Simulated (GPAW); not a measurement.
The system is CsH.

```
CELL_PARAMETERS angstrom
0.00000 3.18800 3.18800
3.18800 0.00000 3.18800
3.18800 3.18800 0.00000
ATOMIC_POSITIONS crystal
Cs 0.00000 0.00000 0.00000
H 0.50000 0.50000 0.50000
```

Base run:

| Item | Value |
| --- | --- |
| Program | GPAW 26.7.0 |
| Functional | PBEsol |
| Potentials or basis | PAW data sets generated in the run's folder for this functional |
| Cutoff | 600 eV |
| Basis | pw |
| k mesh | 7 × 7 × 7 |
| Occupations | fermi-dirac, width 0.05 eV |
| Spin | no spin polarisation |

Its results: band gap on the k mesh 2.40 eV, direct; pressure -0.5 GPa.

The run is repeated on the same cell with these changes: functional from PBEsol to LDA; potentials or basis from PAW data sets generated in the run's folder for this functional to the program's PAW data sets (release 1.2.1) made for this functional. What comes out?

Band gap on the k mesh 2.23 eV, direct; pressure -1.2 GPa.

Caveats: spin-orbit coupling is left out, which moves the levels of the heavy elements; an odd mesh through Γ misses points on the zone boundary, where band edges often lie (some runs); the mesh misses the band edges, which the band path finds closer together (some runs).
